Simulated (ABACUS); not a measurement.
# ZrSe2 (P-3m1) in ABACUS: equation of state

Aim: energy against volume of ZrSe2 in PBE, for its equilibrium volume and stiffness.

Everything below comes from runs of ABACUS 3.10.1. Logs are shortened: lines on timing, memory, paths and dates and some standing lists are left out, and cuts for length are marked.

### Step 1. Starting point

Symmetry: P-3m1, No. 164, trigonal system. Conventional cell: a = 3.798 Å, b = 3.798 Å, c = 6.192 Å, α = 90.00°, β = 90.00°, γ = 120.00°. Zr (site symmetry -3m) is surrounded by 6 Se at 2.68 Å. Se (site symmetry 3m) is surrounded by 3 Zr at 2.68 Å.

### Step 2. Equation of state, PBE, 24.24 Å³/atom (volume scaled by 0.94)

Input file INPUT:

```
INPUT_PARAMETERS
suffix              ZrSe2
calculation         scf
basis_type          pw
pseudo_dir          ./
symmetry            1
dft_functional      pbe
ecutwfc             87
pseudo_rcut         10
nspin               1
nbands              27
ks_solver           dav
smearing_method     fd
smearing_sigma      0.00367493
scf_thr             1e-08
scf_nmax            100
mixing_type         broyden
mixing_beta         0.7
cal_force           1
cal_stress          1
kpar                4
```

Input file STRU:

```
ATOMIC_SPECIES
Zr 91.2240 Zr.upf
Se 78.9710 Se.upf

LATTICE_CONSTANT
1.8897261246

LATTICE_VECTORS
3.7204680409 0.0000000000 0.0000000000
-1.8602340205 3.2220198374 0.0000000000
0.0000000000 0.0000000000 6.0655971852

ATOMIC_POSITIONS
Direct

Zr
0.0
1
0.0000000000 0.0000000000 0.0000000000 1 1 1

Se
0.0
2
0.6666666667 0.3333333333 0.7500000000 1 1 1
0.3333333333 0.6666666667 0.2500000000 1 1 1
```

Input file KPT:

```
K_POINTS
0
Gamma
8 8 5 0 0 0
```

Potentials or basis: PseudoDojo NC SR 0.4.1 PBE standard, plane waves.

The run is started by

```bash
OMP_NUM_THREADS=1 mpirun -np 4 abacus > log
```

running log:

```text
ABACUS v3.10.1

               Atomic-orbital Based Ab-initio Computation at UStc

 ------------------------------------------------------------------------------------

 READING GENERAL INFORMATION
                           global_out_dir = OUT.ZrSe2/
                           global_in_card = INPUT
                               pseudo_dir = ./
                              orbital_dir =
                                    DSIZE = 4
                                    GSIZE = 1

 READING UNITCELL INFORMATION
                                    ntype = 2
                  lattice constant (Bohr) = 1.88973
              lattice constant (Angstrom) = 1

 READING ATOM TYPE 1
                               atom label = Zr
                      L=0, number of zeta = 1
                      L=1, number of zeta = 1
                      L=2, number of zeta = 1
             number of atom for this type = 1

 READING ATOM TYPE 2
                               atom label = Se
                      L=0, number of zeta = 1
                      L=1, number of zeta = 1
                      L=2, number of zeta = 1
             number of atom for this type = 2

                        TOTAL ATOM NUMBER = 3
DIRECT COORDINATES
    atom                   x                   y                   z     mag                  vx                  vy                  vz
taud_Zr1            0.0000000000        0.0000000000        0.0000000000  0.0000        0.0000000000        0.0000000000        0.0000000000
taud_Se1            0.6666666667        0.3333333333        0.7500000000  0.0000        0.0000000000        0.0000000000        0.0000000000
taud_Se2            0.3333333333        0.6666666667        0.2500000000  0.0000        0.0000000000        0.0000000000        0.0000000000

                          Volume (Bohr^3) = 490.677
                             Volume (A^3) = 72.7108

 Lattice vectors: (Cartesian coordinate: in unit of a_0)
             +3.72047                  +0                  +0
             -1.86023            +3.22202                  +0
                   +0                  +0             +6.0656
 Reciprocal vectors: (Cartesian coordinate: in unit of 2 pi/a_0)
            +0.268783           +0.155182                  -0
                   -0           +0.310364                  -0
                   +0                  -0           +0.164864
 The esolver type has been set to : ksdft_pw

                PAO radial cut off (Bohr) = 10

 Read in pseudopotential file is Zr.upf
                     pseudopotential type = NC
          exchange-correlation functional = PBE
                 nonlocal core correction = 1
                        valence electrons = 12
                                     lmax = 2
                           number of zeta = 4
                     number of projectors = 6
                           L of projector = 0
[... 5 lines left out ...]
                PAO radial cut off (Bohr) = 10

 Read in pseudopotential file is Se.upf
                     pseudopotential type = NC
          exchange-correlation functional = PBE
                 nonlocal core correction = 1
                        valence electrons = 16
                                     lmax = 2
                           number of zeta = 3
                     number of projectors = 6
                           L of projector = 0
                           L of projector = 0
                           L of projector = 1
                           L of projector = 1
                           L of projector = 2
                           L of projector = 2
     initial pseudo atomic orbital number = 28

 SETUP THE ELECTRONS NUMBER
            electron number of element Zr = 12
      total electron number of element Zr = 12
            electron number of element Se = 16
      total electron number of element Se = 32
            AUTOSET number of electrons:  = 44
                           occupied bands = 22
                                   NBANDS = 27
                                   NLOCAL = 27

%%%%%%%%%%%%%%%%%%%%%%%%%%%%%%%%%%%%%%%%%%%%%%%%%%%%%%%%%%%%%%%%%%%%%%%%%%%%%%%%%%%%%%%%%%%%%%%%%%%%%%%%%%
 Warning: the number of valence electrons in pseudopotential > 4 for Zr: [Kr] 4d2 5s2
 Warning: the number of valence electrons in pseudopotential > 6 for Se: [Ar] 3d10 4s2 4p4
 Pseudopotentials with additional electrons can yield (more) accurate outcomes, but may be less efficient.
 If you're confident that your chosen pseudopotential is appropriate, you can safely ignore this warning.
%%%%%%%%%%%%%%%%%%%%%%%%%%%%%%%%%%%%%%%%%%%%%%%%%%%%%%%%%%%%%%%%%%%%%%%%%%%%%%%%%%%%%%%%%%%%%%%%%%%%%%%%%%

 SETUP THE PLANE WAVE BASIS
 energy cutoff for charge/potential (unit:Ry) = 348
            fft grid for charge/potential = [ 45, 45, 72 ]
                        fft grid division = [ 1, 1, 1 ]
        big fft grid for charge/potential = [ 45, 45, 72 ]
                                     nbxx = 145800
                                     nrxx = 145800

 SETUP PLANE WAVES FOR CHARGE/POTENTIAL
                    number of plane waves = 53685
                         number of sticks = 1177

 PARALLEL PW FOR CHARGE/POTENTIAL
     PROC   COLUMNS(POT)             PW
        1           1177          53685
[... 68 lines left out ...]
                       right hand lattice = 1
(for k-lattice: )
                             BRAVAIS TYPE = 4
                     BRAVAIS LATTICE NAME = 04. Hexagonal cell
                                    ibrav = 4
                       right hand lattice = 1
                        ROTATION MATRICES = 24
                               nkstot_ibz = 40
K-POINTS REDUCTION ACCORDING TO SYMMETRY
     IBZ    DIRECT_X    DIRECT_Y    DIRECT_Z  WEIGHT  ibz2bz
       1  0.00000000  0.00000000  0.00000000  0.0031       0
       2 -0.12500000  0.12500000  0.00000000  0.0187       1
       3 -0.25000000  0.25000000  0.00000000  0.0187       2
       4 -0.37500000  0.37500000  0.00000000  0.0187       3
       5  0.50000000  0.50000000  0.00000000  0.0094       4
       6 -0.12500000  0.25000000  0.00000000  0.0187       9
[... 22 lines left out ...]
      29 -0.37500000  0.37500000  0.40000000  0.0187     131
      30  0.50000000  0.50000000  0.40000000  0.0187     132
[... 10 further k points ...]

                               nkstot now = 40
[... K-POINTS DIRECT COORDINATES: 40 rows ...]

           k-point number in this process = 10
       minimum distributed K point number = 10
[... stars of the k points ...]

[... K-POINTS CARTESIAN COORDINATES: 10 rows ...]

[... K-POINTS DIRECT COORDINATES: 10 rows ...]

 SETUP PLANE WAVES FOR WAVE FUNCTIONS
     energy cutoff for wavefunc (unit:Ry) = 87
              fft grid for wave functions = [ 45, 45, 72 ]
                    number of plane waves = 8893
                         number of sticks = 361

 PARALLEL PW FOR WAVE FUNCTIONS
     PROC   COLUMNS(POT)             PW
        1            361           8893
 --------------- sum -------------------
        1            361           8893

 SETUP NONLOCAL PSEUDOPOTENTIALS IN PLANE WAVE BASIS
 Zr non-local projectors:
 projector 1 L=0
 projector 2 L=0
 projector 3 L=1
 projector 4 L=1
 projector 5 L=2
 projector 6 L=2
 Se non-local projectors:
 projector 1 L=0
 projector 2 L=0
 projector 3 L=1
 projector 4 L=1
 projector 5 L=2
 projector 6 L=2
      TOTAL NUMBER OF NONLOCAL PROJECTORS = 54

 Init Non-Local PseudoPotential table :
 Init Non-Local-Pseudopotential done.

                                     npwx = 6733

 Make real space PAO into reciprocal space.
       max mesh points in Pseudopotential = 1001
     dq(describe PAO in reciprocal space) = 0.01
                                    max q = 1124

 number of pseudo atomic orbitals for Zr is 4
WARNING: norm of atomic wavefunction # 3 of atomic type Zr is 0.999918, renormalized
WARNING: norm of atomic wavefunction # 4 of atomic type Zr is 0.999492, renormalized

 number of pseudo atomic orbitals for Se is 3
WARNING: norm of atomic wavefunction # 3 of atomic type Se is 0.999991, renormalized

 -------------------------------------------
 SELF-CONSISTENT
 -------------------------------------------
                                 init_chg = atomic

 PW ALGORITHM --------------- ION=   1  ELEC=   1--------------------------------

 Notice: Threshold on eigenvalues was too large.
 hsover_error=0.44 > DRHO=0.104387
 Origin diag ethr = 0.01
 New diag ethr = 0.000237244

 Density error is 0.104810733226
                          Error Threshold = 0.000237244039203
----------------------------------------------------------
     Energy           Rydberg                 eV
----------------------------------------------------------
 E_KohnSham     -586.4490613388      -7979.0488209589
 E_Harris       -583.9196869529      -7944.6349169360
 E_Fermi        0.7317518040         9.9559940565
----------------------------------------------------------
[... 75 lines left out ...]
 Density error is 2.29813137004e-09
                          Error Threshold = 3.62980038947e-11
----------------------------------------------------------
     Energy           Rydberg                 eV
----------------------------------------------------------
 E_KohnSham     -586.4724517965      -7979.3670644630
 E_KS(sigma->0) -586.4724233101      -7979.3666768856
 E_Harris       -586.4722478972      -7979.3642902710
 E_band         -62.1397129775       -845.4541685782
 E_one_elec     -312.7740468087      -4255.5092231174
 E_Hartree      167.7193556722       2281.9389020309
 E_xc           -117.0390797182      -1592.3983728433
 E_Ewald        -324.3786239690      -4413.3975953784
 E_entropy(-TS) -0.0000569728        -0.0007751548
 E_descf        0.0000000000         0.0000000000
 E_exx          0.0000000000         0.0000000000
 E_Fermi        0.7484513650         10.1832032402
----------------------------------------------------------

 charge density convergence is achieved
 final etot is -7979.3670645 eV
 EFERMI = 10.18320324 eV

 STATE ENERGY(eV) AND OCCUPATIONS    NSPIN == 1
 1/10 kpoint (Cartesian) = 0.0000 0.0000 0.0000 (6731 pws)
       1       -39.2929     0.00625000
       2       -37.0536     0.00625000
       3       -37.0536     0.00625000
       4       -37.0535     0.00625000
       5       -37.0535     0.00625000
       6       -37.0415     0.00625000
[... 164 lines left out ...]
      26        14.1266    2.09940e-36
      27        14.5670    3.14143e-40

[... levels at 4 further k points ...]

------------------------------------------------------------------------------------------
 TOTAL-FORCE (eV/Angstrom)
------------------------------------------------------------------------------------------
                       Zr1         0.0000000000         0.0000000000         0.0000000000
                       Se1         0.0000000000         0.0000000000        -1.0219185994
                       Se2         0.0000000000         0.0000000000         1.0219185994
------------------------------------------------------------------------------------------

----------------------------------------------------------------
 TOTAL-STRESS (KBAR)
----------------------------------------------------------------
        73.4151094366         0.0000000011         0.0000000000
         0.0000000011        73.4151094361         0.0000000000
        -0.0000000000        -0.0000000000        85.9284390317
----------------------------------------------------------------
 TOTAL-PRESSURE: 77.586219 KBAR

 --------------------------------------------
 !FINAL_ETOT_IS -7979.3670644629546587 eV
 --------------------------------------------
```

Wall time 41 s (4 MPI ranks of Intel Xeon Platinum 8488C (Sapphire Rapids), shared host); peak memory 0.68 GiB.

Results:

| Item | Value |
| --- | --- |
| Free energy | -7979.3671 eV |
| Pressure | 7.8 GPa |
| Largest force | 1.022 eV/Å |
| Band gap on the k mesh | 0.33 eV, indirect (least direct gap 1.03 eV) |

Caveat: an odd mesh through Γ misses points on the zone boundary, where band edges often lie; this functional lacks dispersion, which binds the layers, so the pressure and a relaxed spacing across them are unreliable; forces of over 1 eV/Å show positions far from the minimum, so gaps and moduli don't describe the material at rest.

### Step 3. Equation of state, PBE, 24.75 Å³/atom (volume scaled by 0.96)

INPUT is that of step 2.

Changes to STRU since step 2:

```diff
@@ -8,5 +8,5 @@
 LATTICE_VECTORS
-3.7204680409 0.0000000000 0.0000000000
--1.8602340205 3.2220198374 0.0000000000
-0.0000000000 0.0000000000 6.0655971852
+3.7466693833 0.0000000000 0.0000000000
+-1.8733346917 3.2447108656 0.0000000000
+0.0000000000 0.0000000000 6.1083140657
```

KPT is that of step 2.

Potentials or basis: PseudoDojo NC SR 0.4.1 PBE standard, plane waves.

The run is started by

```bash
OMP_NUM_THREADS=1 mpirun -np 4 abacus > log
```

It took 33 s on 4 MPI ranks of Intel Xeon Platinum 8488C (Sapphire Rapids), shared host; peak memory 0.68 GiB.

Results (log left out):

```
Free energy            : -7979.4316 eV
Pressure               : 5.6 GPa
Largest force          : 0.761 eV/Å
Band gap on the k mesh : 0.36 eV, indirect (least direct gap 1.04 eV)
```

Caveat: an odd mesh through Γ misses points on the zone boundary, where band edges often lie; this functional lacks dispersion, which binds the layers, so the pressure and a relaxed spacing across them are unreliable.

### Step 4. Equation of state, PBE, 25.27 Å³/atom (volume scaled by 0.98)

INPUT is that of step 3.

Changes to STRU since step 3:

```diff
@@ -8,5 +8,5 @@
 LATTICE_VECTORS
-3.7466693833 0.0000000000 0.0000000000
--1.8733346917 3.2447108656 0.0000000000
-0.0000000000 0.0000000000 6.1083140657
+3.7725092991 0.0000000000 0.0000000000
+-1.8862546495 3.2670888890 0.0000000000
+0.0000000000 0.0000000000 6.1504417008
```

KPT is that of step 3.

The run is started by

```bash
OMP_NUM_THREADS=1 mpirun -np 4 abacus > log
```

It took 37 s on 4 MPI ranks of Intel Xeon Platinum 8488C (Sapphire Rapids), shared host; peak memory 0.68 GiB.

Results (log left out):

| Item | Value |
| --- | --- |
| Free energy | -7979.4766 eV |
| Pressure | 3.7 GPa |
| Largest force | 0.516 eV/Å |
| Band gap on the k mesh | 0.38 eV, indirect (least direct gap 1.04 eV) |

Caveat: an odd mesh through Γ misses points on the zone boundary, where band edges often lie; this functional lacks dispersion, which binds the layers, so the pressure and a relaxed spacing across them are unreliable.

### Step 5. Equation of state, PBE, 25.78 Å³/atom

INPUT is that of step 4.

Changes to STRU since step 4:

```diff
@@ -8,5 +8,5 @@
 LATTICE_VECTORS
-3.7725092991 0.0000000000 0.0000000000
--1.8862546495 3.2670888890 0.0000000000
-0.0000000000 0.0000000000 6.1504417008
+3.7980000000 0.0000000000 0.0000000000
+-1.8990000000 3.2891644836 0.0000000000
+0.0000000000 0.0000000000 6.1920000000
```

KPT is that of step 4.

The run is started by

```bash
OMP_NUM_THREADS=1 mpirun -np 4 abacus > log
```

It took 33 s on 4 MPI ranks of Intel Xeon Platinum 8488C (Sapphire Rapids), shared host; peak memory 0.68 GiB.

It converged, with:

| Property | Result |
| --- | --- |
| Free energy | -7979.5039 eV |
| Pressure | 2.0 GPa |
| Largest force | 0.290 eV/Å |
| Band gap on the k mesh | 0.40 eV, indirect (least direct gap 1.05 eV) |

Caveat: an odd mesh through Γ misses points on the zone boundary, where band edges often lie; this functional lacks dispersion, which binds the layers, so the pressure and a relaxed spacing across them are unreliable.

### Step 6. Equation of state, PBE, 26.30 Å³/atom (volume scaled by 1.02)

INPUT is that of step 5.

Changes to STRU since step 5:

```diff
@@ -8,5 +8,5 @@
 LATTICE_VECTORS
-3.7980000000 0.0000000000 0.0000000000
--1.8990000000 3.2891644836 0.0000000000
-0.0000000000 0.0000000000 6.1920000000
+3.8231530509 0.0000000000 0.0000000000
+-1.9115765255 3.3109476647 0.0000000000
+0.0000000000 0.0000000000 6.2330078176
```

KPT is that of step 5.

Potentials or basis: PseudoDojo NC SR 0.4.1 PBE standard, plane waves.

The run is started by

```bash
OMP_NUM_THREADS=1 mpirun -np 4 abacus > log
```

It took 36 s on 4 MPI ranks of Intel Xeon Platinum 8488C (Sapphire Rapids), shared host; peak memory 0.72 GiB.

The run converged. Its results:

| Quantity | Value |
| --- | --- |
| Free energy | -7979.5153 eV |
| Pressure | 0.4 GPa |
| Largest force | 0.079 eV/Å |
| Band gap on the k mesh | 0.43 eV, indirect (least direct gap 1.05 eV) |

Caveat: an odd mesh through Γ misses points on the zone boundary, where band edges often lie; this functional lacks dispersion, which binds the layers, so the pressure and a relaxed spacing across them are unreliable.

### Step 7. Equation of state, PBE, 26.82 Å³/atom (volume scaled by 1.04)

INPUT is that of step 6.

Changes to STRU since step 6:

```diff
@@ -8,5 +8,5 @@
 LATTICE_VECTORS
-3.8231530509 0.0000000000 0.0000000000
--1.9115765255 3.3109476647 0.0000000000
-0.0000000000 0.0000000000 6.2330078176
+3.8479794157 0.0000000000 0.0000000000
+-1.9239897079 3.3324479273 0.0000000000
+0.0000000000 0.0000000000 6.2734830285
```

KPT is that of step 6.

The run is started by

```bash
OMP_NUM_THREADS=1 mpirun -np 4 abacus > log
```

Run time: 34 s. Hardware: 4 MPI ranks of Intel Xeon Platinum 8488C (Sapphire Rapids), shared host; peak memory 0.72 GiB.

It converged, with:

* Free energy: -7979.5121 eV
* Pressure: -1.0 GPa
* Largest force: 0.115 eV/Å
* Band gap on the k mesh: 0.45 eV, indirect (least direct gap 1.05 eV)

Caveat: an odd mesh through Γ misses points on the zone boundary, where band edges often lie; this functional lacks dispersion, which binds the layers, so the pressure and a relaxed spacing across them are unreliable.

### Step 8. Equation of state, PBE, 27.33 Å³/atom (volume scaled by 1.06)

INPUT is that of step 7.

Changes to STRU since step 7:

```diff
@@ -8,5 +8,5 @@
 LATTICE_VECTORS
-3.8479794157 0.0000000000 0.0000000000
--1.9239897079 3.3324479273 0.0000000000
-0.0000000000 0.0000000000 6.2734830285
+3.8724894996 0.0000000000 0.0000000000
+-1.9362447498 3.3536742825 0.0000000000
+0.0000000000 0.0000000000 6.3134425964
```

KPT is that of step 7.

The run is started by

```bash
OMP_NUM_THREADS=1 mpirun -np 4 abacus > log
```

Run time: 36 s. Hardware: 4 MPI ranks of Intel Xeon Platinum 8488C (Sapphire Rapids), shared host; peak memory 0.72 GiB.

Results (log left out):

```
Free energy            : -7979.4958 eV
Pressure               : -2.3 GPa
Largest force          : 0.297 eV/Å
Band gap on the k mesh : 0.46 eV, indirect (least direct gap 1.05 eV)
```

Caveat: an odd mesh through Γ misses points on the zone boundary, where band edges often lie; this functional lacks dispersion, which binds the layers, so the pressure and a relaxed spacing across them are unreliable.

### Step 9. Equation of state, PBE

Potentials or basis: PseudoDojo NC SR 0.4.1 PBE standard, plane waves.

This step only gathers the single runs of the series.

What came out:

| Item | Value |
| --- | --- |
| Equilibrium volume | 26.44 Å³/atom |
| Bulk modulus at fixed shape and positions | 75 GPa |
| Pressure derivative of the bulk modulus | 4.1 |

Energy against volume, from the lowest point:
```tsv
volume (Å³/atom)	energy (meV/atom)
24.237	49.40
24.753	27.88
25.268	12.88
25.784	3.77
26.300	0.00
26.815	1.05
27.331	6.48
```

Caveat: the cell was scaled at fixed shape and fractional positions, which overstates the stiffness of a crystal with free parameters, most of all of layers and chains; this functional lacks dispersion, which binds the layers, so the pressure and a relaxed spacing across them are unreliable.
